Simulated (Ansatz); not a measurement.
**Elastic constants of AgCl (Fm-3m), step by step**

```xyz
2
Lattice="0.0000 2.7237 2.7237 2.7237 0.0000 2.7237 2.7237 2.7237 0.0000" Properties=species:S:1:pos:R:3 pbc="T T T"
Ag    0.0000    0.0000    0.0000
Cl    2.7237    2.7237    2.7237
```

Level of theory, where no other is named: PBEsol, all-electron LAPW in Ansatz 0.2.0, scalar-relativistic. k mesh 8×8×8, fixed occupations, basis error target 0.5 meV/atom. The cell was relaxed by PAW under this functional.

The cell is cubic and carries a residual pressure of 0.01 GPa at this level. Each strain component that symmetry leaves independent is applied at ±0.005, the ions relax wherever a strain frees them, and the stress (tension positive, GPa) is read. Shears are engineering strains, γ = 2ε.

```
strain    size      σxx      σyy      σzz      σyz     σxz     σxy
    xx  -0.005  -0.4110  -0.2450  -0.2450   0.0000  0.0000  0.0000
    xx  +0.005   0.3641   0.2172   0.2172   0.0000  0.0000  0.0000
    yz  -0.005  -0.0095  -0.0097  -0.0097  -0.0235  0.0000  0.0000
    yz  +0.005  -0.0095  -0.0097  -0.0097   0.0235  0.0000  0.0000
```

A central difference gives one constant, for example C11 ≈ (0.3641 − (-0.4110))/(0.01) = 77.5 GPa; the program then imposes the crystal's symmetry on the whole matrix.

Task: What are the independent elastic constants?

Result: C11 = 77.5, C12 = 46.2, C44 = 4.7 GPa.

Task: Do they meet the Born conditions?

Result: C11 − C12 = 31.3, C11 + 2C12 = 170.0 and C44 = 4.7 GPa must all be positive, so the crystal is elastically stable; that says nothing yet of its phonons.

Task: What moduli does a random aggregate of grains have?

Result: B = (C11 + 2C12)/3 = 56.7 GPa. G_V = (C11 − C12 + 3C44)/5 = 9.1 and G_R = 5(C11 − C12)C44/(4C44 + 3(C11 − C12)) = 6.5, so G_H = 7.8 GPa. Then E = 9BG/(3B + G) = 22.4 GPa, ν = (3B − 2G)/(6B + 2G) = 0.434 and B/G = 7.26, on the ductile side of Pugh's 1.75 (a rule of thumb, made for metals; it doesn't predict ductility here).

Task: With the density of 5.889 g/cm³, how fast does sound travel, and what Debye temperature follows?

Result: 

| direction | slow (m/s) | middle (m/s) | fast (m/s) |
| --- | --- | --- | --- |
| [100] | 894 | 894 | 3628 |
| [110] | 894 | 1630 | 3362 |
| [111] | 1427 | 1427 | 3269 |

The mean of v⁻³ over directions and branches gives v_m = 1272 m/s and θ_D = (ħ/k_B) v_m (6π²n)^(1/3) = 139 K, n being atoms per volume. Young's modulus spans 14 to 43 GPa over directions, and the universal anisotropy index is 1.95.

Task: How far do the constants move if PAW replaces LAPW in the same cell?

Result: 

| constant | LAPW (GPa) | PAW (GPa) | difference |
| --- | --- | --- | --- |
| C11 | 77.5 | 77.2 | -0.3 |
| C12 | 46.2 | 46.3 | 0.1 |
| C44 | 4.7 | 4.7 | 0.0 |

Keep in mind: the frozen-core PAW files of the compared runs were fitted under PBE, their cores solved anew for this functional.
